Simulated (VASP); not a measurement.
# Ti (Fm-3m) in VASP: further runs

One crystal, Ti, is run at these levels: LDA, TPSS+TS, r2SCANh+D3(BJ); tasks: electron localisation function, atomic charges, relaxation of cell and atoms.

Program: VASP 6.6.1. These are calculated values, not measurements. Logs are shortened: lines on timing, memory, paths and dates and some standing lists are left out, and cuts for length are marked.

**1. The crystal as given**

Symmetry: Fm-3m, No. 225, cubic system. The conventional cell has a = 4.060 Å, b = 4.060 Å, c = 4.060 Å, α = 90.00°, β = 90.00°, γ = 90.00°. Around Ti (site symmetry m-3m) lie 12 Ti at 2.87 Å.

This isn't the form of Ti at room conditions, which is hcp.

**2. Electron localisation function, LDA (cell strained at random at fixed volume)**

The input, INCAR:

```
ALGO     = Fast           # electronic algorithm
EDIFF    = 1E-6           # SCF threshold, eV
ENCUT    = 600            # plane-wave cutoff, eV
ISIF     = 2              # what is computed and relaxed
ISMEAR   = 0              # smearing method
LASPH    = T              # aspherical terms in the spheres
LCHARG   = T              # write CHGCAR
LELF     = T              # ELF
LREAL    = F              # projectors in reciprocal space
LWAVE    = F              # write WAVECAR
NELECT   = 10.02        
NELM     = 60             # most SCF steps
PREC     = Accurate       # precision mode
SIGMA    = 0.1            # smearing width, eV
```

The input, KPOINTS:

```
k-points
0
Gamma
  11 11 11
```

The input, POSCAR:

```
Ti
1.0
   -0.0064960000      2.0646890000      2.0874600000
    1.9902570000      0.0325100000      2.0484530000
    2.0014380000      2.0368630000      0.0213300000
Ti
1
Direct
    0.0000000000      0.0000000000      0.0000000000
```

Potentials or basis: VASP PAW LDA potentials, release 64 (Ti_pv).

Started as:

```sh
$ cat potpaw_LDA.64/Ti_pv/POTCAR > POTCAR
$ mpirun -np 1 vasp_std > vasp.out
```

OUTCAR:

```text
EDIFF = 1E-6
   ENCUT = 600
   ISIF = 2
   ISMEAR = 0
   LASPH = T
   LREAL = F
   NELECT = 10.02
   NELM = 60
   PREC = Accurate

 ion  position               nearest neighbor table
   1  0.000  0.000  0.000-

  Warning from LATTYP: Got some problem with cell dimensions!
  Tried to take original basis but could not verify dimensions!
  LATTYP: Found a triclinic cell.
 ALAT       =     2.8492622865
 B/A-ratio  =     1.4032519364
 C/A-ratio  =     1.0304646454
 COS(alpha) =     0.0045319848
 COS(beta)  =     0.5128389581
 COS(gamma) =     0.7000141224

  Lattice vectors:

 A1 = (  -1.9967530000,   2.0321790000,   0.0390070000)
 A2 = (  -3.9981910000,  -0.0046840000,   0.0176770000)
 A3 = (  -0.0064960000,   2.0646890000,   2.0874600000)

Analysis of symmetry for initial positions (statically):
=====================================================================
 Subroutine PRICEL returns:
 Original cell was already a primitive cell.

 Routine SETGRP: Setting up the symmetry group for a
 triclinic supercell.

 Subroutine GETGRP returns: Found  2 space group operations
 (whereof  2 operations were pure point group operations)
 out of a pool of  2 trial point group operations.

The static configuration has the point symmetry S_2 .

Analysis of symmetry for dynamics (positions and initial velocities):
=====================================================================
 Subroutine PRICEL returns:
 Original cell was already a primitive cell.

 Routine SETGRP: Setting up the symmetry group for a
 triclinic supercell.

 Subroutine GETGRP returns: Found  2 space group operations
 (whereof  2 operations were pure point group operations)
 out of a pool of  2 trial point group operations.

The dynamic configuration has the point symmetry S_2 .

 Subroutine INISYM returns: Found  2 space group operations
 (whereof  2 operations are pure point group operations),
 and found     1 'primitive' translations

----------------------------------------------------------------------------------------

                                     Primitive cell

  volume of cell :      16.7309

  direct lattice vectors                    reciprocal lattice vectors
    -0.006496000  2.064689000  2.087460000    -0.249343148  0.242509955  0.238410619
     1.990257000  0.032510000  2.048453000     0.251501169 -0.249721829  0.247780395
     2.001438000  2.036863000  0.021330000     0.248735312  0.249113868 -0.245622373

  length of vectors
     2.936064052  2.856280714  2.855699550     0.421690298  0.432445319  0.429252053

  position of ions in fractional coordinates (direct lattice)
     0.000000000  0.000000000  0.000000000

  ion indices of the primitive-cell ions
   primitive index   ion index
                 1           1

----------------------------------------------------------------------------------------

 KPOINTS: k-points

Automatic generation of k-mesh.
 Grid dimensions read from file:
 generate k-points for:   11   11   11

 Generating k-lattice:

  Cartesian coordinates                     Fractional coordinates (reciprocal lattice)
    -0.022667559  0.022046360  0.021673693     0.090909091 -0.000000000 -0.000000000
     0.022863743 -0.022701984  0.022525490     0.000000000  0.090909091  0.000000000
     0.022612301  0.022646715 -0.022329307     0.000000000 -0.000000000  0.090909091

  Length of vectors
     0.038335482  0.039313211  0.039022914

  Shift w.r.t. Gamma in fractional coordinates (k-lattice)
     0.000000000  0.000000000  0.000000000

 Subroutine IBZKPT returns following result:
 ===========================================

 Found    666 irreducible k-points:

 Following reciprocal coordinates:
            Coordinates               Weight
  0.000000  0.000000  0.000000      1.000000
  0.090909  0.000000  0.000000      2.000000
  0.181818  0.000000 -0.000000      2.000000
  0.272727  0.000000 -0.000000      2.000000
  0.363636  0.000000 -0.000000      2.000000
  0.454545 -0.000000  0.000000      2.000000
[... 42 lines left out ...]
 -0.181818  0.363636  0.000000      2.000000
 -0.090909  0.363636  0.000000      2.000000
 [... further k-points ...]
   k-points           NKPTS =    666   k-points in BZ     NKDIM =    666   number of bands    NBANDS=      9
   number of dos      NEDOS =    301   number of ions     NIONS =      1
   total plane-waves  NPLWV =  13824
   dimension x,y,z NGX =    24 NGY =   24 NGZ =   24
   dimension x,y,z NGXF=    48 NGYF=   48 NGZF=   48
   ions per type =               1
   NGX,Y,Z   is equivalent  to a cutoff of  13.59, 13.97, 13.97 a.u.
   NGXF,Y,Z  is equivalent  to a cutoff of  27.18, 27.94, 27.94 a.u.
 SYSTEM =  unknown system
   PREC   = accura    normal or accurate (medium, high low for compatibility)
   ISTART =      0    job   : 0-new  1-cont  2-samecut
   ICHARG =      2    charge: 1-file 2-atom 10-const
   ISPIN  =      1    spin polarized calculation?
   LNONCOLLINEAR =      F non collinear calculations
[... 57 lines left out ...]
 cond. band min:       5.9071193600   @ k =   0.4545   0.3636   0.3636
 fundamental gap:      0.0044090307
 Fermi energy:         5.9055233562

 k-point     1 :       0.0000    0.0000    0.0000
  band No.  band energies     occupation
      1     -26.2545      2.00000
      2     -26.2319      2.00000
      3     -26.2178      2.00000
      4      -0.1936      2.00000
      5       6.5427      0.00000
      6       6.8345      0.00000
      7       6.9147      0.00000
      8       8.3398      0.00000
      9       8.5834      0.00000

 k-point     2 :       0.0909    0.0000    0.0000
  band No.  band energies     occupation
      1     -26.3123      2.00000
      2     -26.2413      2.00000
      3     -26.2277      2.00000
      4       0.0758      2.00000
      5       6.4452      0.00000
      6       6.8958      0.00000
      7       6.9651      0.00000
      8       8.3046      0.00000
      9       8.5261      0.00000

 k-point     3 :       0.1818    0.0000   -0.0000
  band No.  band energies     occupation
      1     -26.4769      2.00000
      2     -26.2573      2.00000
      3     -26.2512      2.00000
      4       0.8279      2.00000
      5       6.1272      0.00172
      6       7.0135      0.00000
      7       7.0853      0.00000
      8       8.3428      0.00000
      9       8.4762      0.00000

 k-point     4 :       0.2727    0.0000   -0.0000
  band No.  band energies     occupation
      1     -26.6886      2.00000
      2     -26.2815      2.00000
      3     -26.2769      2.00000
      4       1.8677      2.00000
      5       5.8424      1.62806
      6       6.9837      0.00000
      7       7.0131      0.00000
      8       8.6891      0.00000
      9       8.7088      0.00000

 k-point     5 :       0.3636    0.0000   -0.0000
  band No.  band energies     occupation
      1     -26.8784      2.00000
      2     -26.3090      2.00000
      3     -26.2948      2.00000
      4       2.7814      2.00000
      5       5.9532      0.50007
      6       6.8122      0.00000
      7       6.8231      0.00000
      8       9.1098      0.00000
      9       9.2521      0.00000

 k-point     6 :       0.4545   -0.0000    0.0000
  band No.  band energies     occupation
      1     -26.9891      2.00000
      2     -26.3253      2.00000
      3     -26.3054      2.00000
      4       3.1781      2.00000
      5       6.4495      0.00000
      6       6.6811      0.00000
      7       6.6901      0.00000
      8       9.4275      0.00000
      9       9.6385      0.00000
[... 361 lines left out ...]
 k-point    37 :      -0.2727    0.2727    0.0000
  band No.  band energies     occupation
      1     -26.8199      2.00000
      2     -26.6098      2.00000
      3     -26.3438      2.00000
      4       4.2796      2.00000
      5       5.4669      2.00000
      6       5.5786      2.00000
      7       7.6956      0.00000
      8       8.6263      0.00000
      9      11.3289      0.00000

 k-point    38 :      -0.1818    0.2727   -0.0000
  band No.  band energies     occupation
      1     -26.8117      2.00000
      2     -26.4918      2.00000
      3     -26.3116      2.00000
      4       3.3874      2.00000
      5       5.5933      1.99999
      6       6.1470      0.00064
      7       7.4555      0.00000
      8       8.3868      0.00000
      9      10.3018      0.00000

 k-point    39 :      -0.0909    0.2727   -0.0000
  band No.  band energies     occupation
      1     -26.7656      2.00000
      2     -26.3824      2.00000
      3     -26.2923      2.00000
      4       2.5239      2.00000
      5       5.8224      1.76032
      6       6.6155      0.00000
      7       7.2276      0.00000
      8       8.4477      0.00000
      9       9.3219      0.00000

 k-point    40 :       0.0000    0.3636    0.0000
  band No.  band energies     occupation
      1     -26.8968      2.00000
      2     -26.3521      2.00000
      3     -26.3171      2.00000
      4       2.8674      2.00000
      5       6.1638      0.00026
      6       6.5487      0.00000
      7       6.9774      0.00000
      8       9.1541      0.00000
      9       9.2005      0.00000

 [... further k-points ...]

------------------------ aborting loop because EDIFF is reached ----------------------------------------

  FORCE on cell =-STRESS in cart. coord.  units (eV):
  Direction    XX          YY          ZZ          XY          YZ          ZX
  --------------------------------------------------------------------------------------
  -------------------------------------------------------------------------------------
  Total       -0.2566138     -0.3671706     -0.4557914     -0.0259991     -0.1784408      0.0577455
  in kB      -24.5738037    -35.1609206    -43.6474150     -2.4897186    -17.0878118      5.5298112
  external PRESSURE =     -34.4607131 kB  Pullay stress =       0.0000000 kB

 VOLUME and BASIS-vectors are now :
 -----------------------------------------------------------------------------
  energy-cutoff  :      600.00
  volume of cell :       16.73
      direct lattice vectors                 reciprocal lattice vectors
    -0.006496000  2.064689000  2.087460000    -0.249343148  0.242509955  0.238410619
     1.990257000  0.032510000  2.048453000     0.251501169 -0.249721829  0.247780395
     2.001438000  2.036863000  0.021330000     0.248735312  0.249113868 -0.245622373

 POSITION                                       TOTAL-FORCE (eV/Angst)
 -----------------------------------------------------------------------------------
      0.00000      0.00000      0.00000         0.000000      0.000000      0.000000
 -----------------------------------------------------------------------------------
    total drift:                                0.000000     -0.000000     -0.000000

  FREE ENERGIE OF THE ION-ELECTRON SYSTEM (eV)
  ---------------------------------------------------
  free  energy   TOTEN  =        -8.3663919460 eV

  energy  without entropy=       -8.3600172769  energy(sigma->0) =       -8.36320461
```

Run time: 68 s. Hardware: 1 thread of Intel Xeon Platinum 8488C (Sapphire Rapids), shared host; peak memory 0.24 GiB.

The run converged, but some of its settings lie outside the range that counts as converged (typed here: ENCUT = 600; NELECT = 10.02), so its numbers aren't taken as properties of the crystal.

What came out:

```yaml
Free_energy: -8.3664 eV
Band_gap_on_the_k_mesh: none (metal or under the smearing width)
```

Caveat: the cell is charged against a uniform background, so pressure and absolute levels hang on convention.

**3. Atomic charges, TPSS+TS (cell strained at random at fixed volume)**

The input, INCAR:

```
ALGO = Normal
EDIFF = 1E-6
ENCUT = 520
ISIF = 2
ISMEAR = 1
IVDW = 2
LASPH = True
LCHARG = False
LMIXTAU = True
LORBIT = 10
LREAL = False
LWAVE = False
METAGGA = TPSS
NELM = 60
PREC = Accurate
SIGMA = 0.1
```

KPOINTS is that of step 2.

The input, POSCAR:

```
Ti
2.8263
   -0.006235714538      0.707732370944      0.706450482964
    0.724886600856     -0.005317552984      0.705532321410
    0.730499946927      0.712427909281     -0.010931252875
Ti
1
Direct
    0.0059250000     -0.0026430000     -0.0028150000
```

Potentials or basis: VASP PAW PBE potentials, release 64 (Ti_sv).

Started as:

```sh
$ cat potpaw_PBE.64/Ti_sv/POTCAR > POTCAR
$ mpirun -np 1 vasp_std > vasp.out
```

Wall time 5.3 min (1 thread of Intel Xeon 6975P-C (Granite Rapids), shared host); peak memory 0.22 GiB.

Results (log left out):

```yaml
Free_energy: -16.1755 eV
Pressure: -15.8 GPa
Band_gap_on_the_k_mesh: none (metal or under the smearing width)
Valence_electrons_inside_the_program's_atomic_spheres: Ti 10.27
Dispersion_energy_per_atom: -1.343 eV
```

Stress tensor (GPa, compression positive):
```
-17.28   0.27   0.91
  0.27 -15.17   0.90
  0.91   0.90 -15.06
```

Levels at points of the mesh, in eV from the Fermi level:
```csv
k point,band 2,band 3,band 4,band 5,band 6,band 7,band 8,band 9,band 10
"(0.00, 0.00, 0.00)",-32.90,-32.89,-32.88,-6.12,0.76,0.95,1.10,2.60,2.86
```

Caveat: atom-pairwise D2, TS and ULG terms overbind metals; the PAW data sets were made with another functional, which shifts forces and pressure a little; pairwise dispersion overbinds metals, which lowers pressure and volume.

**4. Relaxation of cell and atoms, r2SCANh+D3(BJ)**

This run uses another cell than the first one, of the same volume but with other edges.

The input, POSCAR:

```
Ti
1.0
    0.0000000000      2.0300000000      2.0300000000
    2.0300000000      0.0000000000      2.0300000000
    2.0300000000      2.0300000000      0.0000000000
Ti
1
Direct
    0.0000000000      0.0000000000      0.0000000000
```

The input, INCAR.step1:

```
PREC     = Accurate       # precision mode
ENCUT    = 600            # plane-wave cutoff, eV
EDIFF    = 1E-5           # SCF threshold, eV
ISMEAR   = 0              # smearing method
SIGMA    = 0.1            # smearing width, eV
LREAL    = False          # projectors in reciprocal space
LASPH    = True           # aspherical terms in the spheres
NELM     = 100            # most SCF steps
ALGO     = Normal         # electronic algorithm
LWAVE    = True           # write WAVECAR
LCHARG   = False          # write CHGCAR
GGA      = PE             # functional
```

The input, INCAR.step2:

```
PREC     = Accurate       # precision mode
ENCUT    = 600            # plane-wave cutoff, eV
EDIFF    = 1E-7           # SCF threshold, eV
ISMEAR   = 0              # smearing method
SIGMA    = 0.1            # smearing width, eV
LREAL    = False          # projectors in reciprocal space
LASPH    = True           # aspherical terms in the spheres
NELM     = 100            # most SCF steps
ALGO     = Normal         # electronic algorithm
ISIF     = 3              # what is computed and relaxed
LWAVE    = False          # write WAVECAR
LCHARG   = False          # write CHGCAR
METAGGA  = R2SCAN         # meta-GGA
LHFCALC  = True           # exact exchange
AEXX     = 0.1            # exact-exchange fraction
LMIXTAU  = True         
PRECFOCK = Fast         
IVDW     = 12             # dispersion correction
VDW_S6   = 1.0          
VDW_S8   = 1.1236       
VDW_A1   = 0.4709       
VDW_A2   = 5.9157       
IBRION   = 2              # ionic algorithm
NSW      = 60             # ionic steps
EDIFFG   = -0.01          # ionic threshold
ISTART   = 1
```

The input, KPOINTS:

```
regular mesh
0
Gamma
  6 6 6
```

Started as:

```sh
$ cat potpaw_PBE.64/Ti_sv/POTCAR > POTCAR
$ cp INCAR.step1 INCAR
$ mpirun -np 1 vasp_std > vasp.out
$ cp INCAR.step2 INCAR
$ mpirun -np 1 vasp_std > vasp.out
```

It took 19 min on 1 thread of Intel Xeon Platinum 8488C (Sapphire Rapids), shared host; peak memory 0.16 GiB.

The run converged. Its results:

* Free energy: -13.7879 eV
* Relaxed volume: 16.93 Å³/atom
* Relaxed cell: a = 2.882 Å, b = 2.882 Å, c = 2.882 Å, α = 60.00°, β = 60.00°, γ = 60.00°
* Space group after relaxing (to 0.05 Å): Fm-3m (No. 225)
* Energy gained by relaxing: 1.0 meV/atom
* Ionic steps: 3
* Pressure after relaxing: 0.0 GPa
* Band gap on the k mesh: none (metal or under the smearing width)
* Dispersion energy per atom: -0.348 eV

Step by step:
```tsv
step	energy change (eV)	largest force (eV/Å)	pressure (GPa)	volume (Å³)
1	0.0000	0.0000	1.59	16.73
2	-0.0001	0.0000	-1.38	17.14
3	-0.0010	0.0000	0.00	16.93
```

Final structure:
```xyz
1
Lattice="0.0000 2.0381 2.0381 2.0381 0.0000 2.0381 2.0381 2.0381 0.0000" Properties=species:S:1:pos:R:3 pbc="T T T"
Ti    0.0000    0.0000    0.0000
```

Levels at points of the mesh, in eV from the Fermi level:
```csv
k point,band 4,band 5,band 6,band 7,band 8,band 9
"(0.00, 0.00, 0.00)",-34.96,-7.04,1.45,1.45,1.45,3.52
"(0.50, 0.00, 0.00)",-35.05,-3.07,0.57,1.42,1.42,4.52
"(0.50, 0.50, 0.00)",-35.22,-2.96,-2.11,3.24,4.67,4.76
```

Caveat: the k mesh is coarse (spacing up to 0.45 Å⁻¹), so the values aren't converged, least of all with exact exchange; the PAW data sets were made with another functional, which shifts forces and pressure a little; pairwise dispersion overbinds metals, which lowers pressure and volume. Zero-point motion and thermal expansion aren't in these numbers.

**5. For comparison**

An earlier run on the cell as given: functional PBE; potentials or basis VASP PAW PBE potentials, release 64 (Ti_sv); cutoff 520 eV; k mesh 11 × 11 × 11; occupations fermi-dirac, width 0.05 eV; no spin polarisation.

* Pressure: 3.9 GPa
* Band gap on the k mesh: none (metal or under the smearing width)

**6. Summary**

```tsv
task	level	cell	k mesh	cutoff (eV)	smearing	grid for exact exchange (PRECFOCK)	exchange at q = 0	mesh quality	gap on the mesh (eV)	pressure (GPa)
atomic charges	TPSS+TS	cell strained at random at fixed volume	11 × 11 × 11	520	methfessel-paxton 0.1 eV	-	-	not flagged	none	-15.8
relaxation of cell and atoms	r2SCANh+D3(BJ)	relaxed	6 × 6 × 6	600	gaussian 0.1 eV	Fast	default	coarse	none	0.0
single point	PBE	as given	11 × 11 × 11	520	fermi-dirac 0.05 eV	-	-	not flagged	none	3.9
```

Alike in all rows: potentials or basis VASP PAW PBE potentials, release 64 (Ti_sv); no spin polarisation.

Caveats: some runs use coarse meshes; the PAW data sets were made with another functional, which shifts forces and pressure a little (some runs); pairwise dispersion overbinds metals, which lowers pressure and volume (some runs); atom-pairwise D2, TS and ULG terms overbind metals (some runs).

Absolute energies hang on the potentials; compare differences alone.
